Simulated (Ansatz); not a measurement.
## Cl under changes of volume

One of the cells (29.048 Å³/atom); the others are scaled copies at fixed shape and fractional positions:

```
Cl
1.0
     3.14500   -2.25000    0.00000
     3.14500    2.25000    0.00000
     0.00000    0.00000    8.21000
Cl
4
Direct
  0.37000 0.63000 0.40000
  0.13000 0.87000 0.90000
  0.63000 0.37000 0.60000
  0.87000 0.13000 0.10000
```

- Program: Ansatz 0.2.0
- Functional: LDA
- Potentials or basis: all-electron LAPW, scalar-relativistic
- Cutoff: 283 eV (chosen from the basis error)
- Basis error allowed: 0.002 eV/atom
- k mesh: 7 × 7 × 4
- Occupations: fermi-dirac, width 0.05 eV
- Spin: no spin polarisation

```tsv
volume (Å³/atom)	energy over the lowest point (meV/atom)	pressure (GPa)	gap on the mesh (eV)	largest force (eV/Å)
27.305	0.00	-0.8	2.56	0.627
27.886	3.87	-1.4	2.49	0.354
28.467	9.84	-1.9	2.41	0.131
29.048	17.68	-2.4	2.34	0.193
29.629	27.16	-2.8	2.27	0.401
30.210	38.09	-3.2	2.21	0.605
30.791	?	?	?	?
```

Q: What does the run at 30.791 Å³/atom give?

A: Energy over the lowest point 50.32 meV/atom; pressure -3.5 GPa; gap on the mesh 2.14 eV; largest force 0.797 eV/Å.

Worked out: A Birch-Murnaghan fit of order 3 (a polynomial in V^(-2/3)) to the other rows has its minimum at 26.68 Å³/atom, just outside them, with B0 = V·E''(V) = 34 GPa and B' = 4.7 at fixed shape and positions, which overstates the stiffness. It gives 50.30 meV/atom at 30.791 Å³/atom, against the run's 50.32, and -dE/dV = -3.5 GPa, against -3.5. A straight line through the other rows of the gap, of slope -3.51 eV per unit of ln V, extrapolates to 2.14 eV, against the run's 2.14.

Energies are extrapolated to zero smearing.

Caveats: an odd mesh through Γ misses points on the zone boundary, where band edges often lie.
